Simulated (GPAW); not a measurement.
# SnO2 (P1) in GPAW: notebook, part 3 of 3

GPAW 26.7.0.

**6. Dielectric tensor, PBE (a zone-boundary wave of random shape, sigma 0.02 Å)**

Contents of run.py:

```python
import numpy as np
from ase.dft.bandgap import bandgap
from ase.io import read, write
from gpaw import GPAW, PW
from gpaw.response.df import DielectricFunction

atoms = read('SnO2.xyz')

calc = GPAW(mode=PW(600),
            xc='PBE',
            kpts={'size': (5, 4, 3), 'gamma': True},
            occupations={'name': 'fermi-dirac', 'width': 0.001},
            nbands=43,
            convergence={'density': 1e-06},
            maxiter=150,
            txt='gpaw.txt')
atoms.calc = calc
energy = atoms.get_potential_energy()
calc.write('gs.gpw')
write('result.traj', atoms)
print(f'Energy: {energy:.6f} eV')
print('Fermi level:', round(calc.get_fermi_level(), 4), 'eV')
print(f'Gap: {bandgap(calc)[0]:.4f} eV, direct: {bandgap(calc, direct=True)[0]:.4f} eV')

for size in [(5, 4, 3)]:
    name = 'x'.join(str(n) for n in size)
    dense = calc.fixed_density(kpts={'size': size, 'gamma': True},
                               nbands=80, convergence={'bands': 74, 'eigenstates': 1e-7},
                               update_fermi_level=True, txt=f'dense-{name}.txt')
    dense.write(f'{name}.gpw', mode='all')
    df = DielectricFunction(f'{name}.gpw', frequencies=np.array([0.0]), hilbert=False, eta=0.001,
                            ecut=80, nbands=74, intraband=False, txt=f'df-{name}.txt')
    for xc in ['ALDA']:
        for direction in ['x', 'y', 'z', [0, 1, 1], [1, 0, 1], [1, 1, 0]]:
            e0, e = df.get_macroscopic_dielectric_constant(xc=xc, direction=direction)
            print(f'{name} {xc} {direction}: {e0:.4f} without, {e:.4f} with local fields')
```

Contents of SnO2.xyz:

```xyz
6
Lattice="1.6170930800 -2.8008873700 0.0000000000 1.6170930800 0.9336291200 4.8005925800 -4.8512792300 -2.8008873700 0.0000000000" Properties=species:S:1:pos:R:3 pbc="T T T"
Sn     1.6116972123     -0.9363533147      2.4135494300
Sn    -1.6116972073     -0.9309049353      2.3870431500
O     -1.6117225771     -2.8192052131      3.4107945768
O      1.6117225869     -2.7825695316      3.4205446764
O     -0.0216189147     -1.9143280562      1.3988982945
O     -1.5954741551     -4.6210758091      1.3709476123
```

Potentials or basis: GPAW PAW data sets (gpaw-data 1.2.1), pw.

Run with:

```console
$ OMP_NUM_THREADS=1 python run.py
```

gpaw.txt:

```text
__  _  _
 | _ |_)|_||  |
 |__||  | ||/\| - 26.7.0

Input parameters:
  mode=PW(ecut=600.0),
  convergence={'density': 1e-06},
  kpts=MonkhorstPack(size=(5, 4, 3), gamma=True),
  maxiter=150,
  nbands=43,
  occupations=Occupations(name='fermi-dirac', width=0.001),
  xc=XC(name='PBE')

Diagonalizing LCAO Hamiltonian
Converting LCAO to pw mode

        O Sn     OSn

             O
       O

Atoms  # Å, Bohr magnetons
|   | symbol |         x |         y |        z |    initial magnetic moments |
|---|--------|-----------|-----------|----------|-----------------------------|
| 0 |     Sn |  1.611697 | -0.936353 | 2.413549 | ( 0.0000,  0.0000,  0.0000) |
| 1 |     Sn | -1.611697 | -0.930905 | 2.387043 | ( 0.0000,  0.0000,  0.0000) |
| 2 |      O | -1.611723 | -2.819205 | 3.410795 | ( 0.0000,  0.0000,  0.0000) |
| 3 |      O |  1.611723 | -2.782570 | 3.420545 | ( 0.0000,  0.0000,  0.0000) |
| 4 |      O | -0.021619 | -1.914328 | 1.398898 | ( 0.0000,  0.0000,  0.0000) |
| 5 |      O | -1.595474 | -4.621076 | 1.370948 | ( 0.0000,  0.0000,  0.0000) |

Unit cell  # Å
| periodic |         x |         y |        z |  lengths |     angles |
|----------|-----------|-----------|----------|----------|------------|
|      yes |  1.617093 | -2.800887 | 0.000000 | 3.234186 | 111.254249 |
|      yes |  1.617093 |  0.933629 | 4.800593 | 5.150955 |  90.000000 |
|      yes | -4.851279 | -2.800887 | 0.000000 | 5.601775 |  90.000000 |

Number of symmetries: 1
Symmetry operations  # r_c * U_cc + t_c -> r_c
|   | kind |            matrix            |
[... 121 lines left out ...]

poisson solver:
  ecut: 4800.0  # eV

xc functional:
  name: PBE with 2 nearest neighbor stencil

convergence criteria:
- Maximum integral of absolute [dens]ity change: 1e-06 electrons / valence electron
- Maximum [total energy] change in last 3 cyles: 0.0005 eV / valence electron
- Maximum integral of absolute [eigenst]ate change: 4e-08 eV^2 / valence electron
maximum number of iterations: 150

SCF iterations
|iter     | |      energy | eigst |  dens |
|---------|-|-------------|-------|-------|
|iter:   1| |  -42.907232 | +0.43 |       |
|iter:   2| |  -41.494668 | -1.30 | -0.88 |
|iter:   3| |  -37.623077 | -0.82 | -0.94 |
|iter:   4| |  -37.570369 | -2.49 | -1.46 |
|iter:   5| |  -37.575322 | -3.22 | -1.77 |
|iter:   6| |  -37.575262c| -3.94 | -2.66 |
|iter:   7| |  -37.574964c| -4.71 | -2.91 |
|iter:   8| |  -37.575024c| -5.71 | -3.32 |
|iter:   9| |  -37.575023c| -6.35 | -3.78 |
|iter:  10| |  -37.575024c| -7.19 | -4.17 |
|iter:  11| |  -37.575024c| -7.57c| -4.82 |
|iter:  12| |  -37.575024c| -7.86c| -5.01 |
|iter:  13| |  -37.575024c| -8.29c| -5.47 |
|iter:  14| |  -37.575024c| -8.79c| -6.26c|

Converged in 14 steps
Energy contributions relative to reference atoms: (reference = -344184.795819)

Energy contributions:
  Kinetic:          56.260932
  Coulomb:         -51.453013
  Zero:              0.087713
  External:          0.000000
  Xc:              -42.470656
  Entropy:          -0.000000
  Spinorbit:         0.000000
  ----------------------------
  Free energy:     -37.575024
  Extrapolated:    -37.575024

dipole moment: (19.159885, 3.355304, 0.000455)  # |e|*Ang

Fermi level: 3.358
Eigenvalues  # (at kpt = [0.000, 0.000, 0.000])
| band index |      eig [eV] | occ [0-2] |
|------------|---------------|-----------|
|          0 |       -17.314 |     2.000 |
|        ... |               |           |
|         18 |         1.954 |     2.000 |
|         19 |         1.983 |     2.000 |
|         20 |         2.131 |     2.000 |
|         21 |         2.378 |     2.000 |
|         22 |         2.397 |     2.000 |
|         23 |         2.841 |     2.000 |
[... 8 lines left out ...]
|         32 |        14.345 |     0.000 |
|         33 |        14.622 |     0.000 |
|        ... |               |           |
|         42 |        22.273 |     0.000 |

Gap: 1.858 eV
Transition (v -> c):
  (s=0, k=11, n=25, [0.20, 0.00, 0.00]) -> (s=0, k=0, n=26, [0.00, 0.00, 0.00])
Direct/indirect transitions are different
Direct gap: 1.870 eV
Transition at: (s=0, k=0, n=25, [0.00, 0.00, 0.00])
# Writing to gs.gpw (mode='')
```

Wall time 5.1 min (1 thread of Arm Neoverse V2, shared host); peak memory 1.6 GiB.

Results:

```yaml
Free_energy: -37.5750 eV
Band_gap_on_the_k_mesh: 1.86 eV
Electronic_dielectric_tensor_diagonal: 4.50, 4.52, 2.82
```

Electronic dielectric tensor:
```
 4.50 -0.01  0.00
-0.01  4.52  0.00
 0.00  0.00  2.82
```

Caveat: the k mesh is coarse; the long-wavelength limit can be off by a per cent or two; spin-orbit coupling is left out, which moves the levels of the heavy elements; an odd mesh through Γ misses points on the zone boundary, where band edges often lie.
